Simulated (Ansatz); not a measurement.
The system is InSe.

```
In Se
1.0
     5.82639   -2.05465    0.00000
     5.82639    2.05465    0.00000
    -1.72323    0.00000    4.77135
In Se
2 2
Direct
  0.88820 0.88820 0.04684
  0.11180 0.11180 0.95316
  0.66093 0.66093 0.66896
  0.33907 0.33907 0.33104
```

The cell comes from a database or a generator and needn't be the stable form of this composition.

- Program: Ansatz 0.2.0
- Task: single point
- Functional: PBE
- Potentials or basis: all-electron LAPW, scalar-relativistic
- Cutoff: 261 eV (chosen from the basis error)
- Basis error allowed: 0.001 eV/atom
- k mesh: 7 × 7 × 6
- Occupations: fermi-dirac, width 0.05 eV
- Spin: no spin polarisation

On this cell: pressure 1.5 GPa; largest force 0.241 eV/Å; band gap on the k mesh 1.14 eV, indirect (least direct gap 1.23 eV).

The same run follows on a disturbed copy (atoms moved at random, drawn with an rms of 0.05 Å):

```
In Se
1.0
     5.82639   -2.05465    0.00000
     5.82639    2.05465    0.00000
    -1.72323    0.00000    4.77135
In Se
2 2
Cartesian
  10.2844 0.0102 0.2306
  -0.2896 0.0057 4.5293
  6.5227 0.0200 3.2066
  3.4136 -0.0220 1.6071
```

Q: What does the disturbed cell give?

A: The energy moves by +6.3 meV/atom; pressure 1.7 GPa; largest force 0.576 eV/Å; band gap on the k mesh 1.03 eV, indirect (least direct gap 1.16 eV).

Forces in eV/Å, atoms in the order of the input:
```
In   0.229 -0.123 -0.070
In  -0.432  0.066  0.376
Se   0.351 -0.123 -0.425
Se  -0.148  0.179  0.119
```

Stress tensor (GPa, compression positive):
```
 1.12 -0.26 -0.50
-0.26  2.43  0.55
-0.50  0.55  1.65
```

Caveats: spin-orbit coupling is left out, which moves the levels of the heavy elements; an odd mesh through Γ misses points on the zone boundary, where band edges often lie.
